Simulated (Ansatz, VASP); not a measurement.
## GaP in VASP and in Ansatz

INCAR

```
PREC = Accurate
ENCUT = 520
EDIFF = 1E-8
ISMEAR = -1
SIGMA = 0.08
LREAL = F
LASPH = T
NELM = 80
ALGO = Normal
ISIF = 2
LWAVE = F
LCHARG = F
GGA = PS
LEFG = T
NBANDS = 16
```

The input KPOINTS:

```
Automatic mesh
0
Gamma
  12 12 12
```

The input POSCAR:

```
GaP
1.0
    0.0000000000      2.7252500000      2.6979975000
    2.7252500000      0.0000000000      2.6979975000
    2.7252500000      2.7252500000      0.0000000000
Ga P
1 1
Direct
    0.0000000000      0.0000000000      0.0000000000
    0.7500000000      0.7500000000      0.7500000000
```

Input for Ansatz:

```yaml
crystal:
  lattice:
    - [0.0, 2.72525, 2.6979975]
    - [2.72525, 0.0, 2.6979975]
    - [2.72525, 2.72525, 0.0]
  atoms:
    - { symbol: Ga, position: [0.0, 0.0, 0.0] }
    - { symbol: P, position: [0.75, 0.75, 0.75] }
kpoints:
  mp_grid: { grid: [12, 12, 12] }
scf:
  occupations: { method: fermi_dirac, width: 0.08 }
hamiltonian:
  xc: pbesol
  pseudopotentials: { kind: all_electron, datasets: crystal }
output:
  forces: true
  stress: true
  eigenvalues: true
  efg: { contact_densities: true }
```

Change from the starting cell: zz strain of -1 %, crystal datasets.

Alike in both runs: task electric field gradients; functional PBEsol; k mesh 12 × 12 × 12; occupations fermi-dirac, width 0.08 eV; no spin polarisation.

|  | VASP | Ansatz |
| --- | --- | --- |
| version | VASP 6.6.1 | Ansatz 0.2.0 |
| potentials or method | VASP PAW PBE potentials, release 64 (Ga_d, P) | all-electron PAW with datasets made for the crystal, scalar-relativistic |
| plane-wave cutoff (eV) | 520 | see its input |

Ansatz gave:

```
pressure (GPa)                                                 : 0.3
largest component of the traceless stress (GPa)                : 0.49
Vzz of the field gradient on the site that differs most (V/Å²) : 2.0
```

Problem. Which values does VASP return?

Solution. Pressure (GPa): 0.2; largest component of the traceless stress (GPa): 0.49; Vzz of the field gradient on the site that differs most (V/Å²): 1.7.

Ansatz ran all-electron here, so the differences hold the error of VASP's frozen core and of both bases.

Caveats: the PAW data sets were made with another functional, which shifts forces and pressure a little (VASP). A k mesh can miss the band edges.
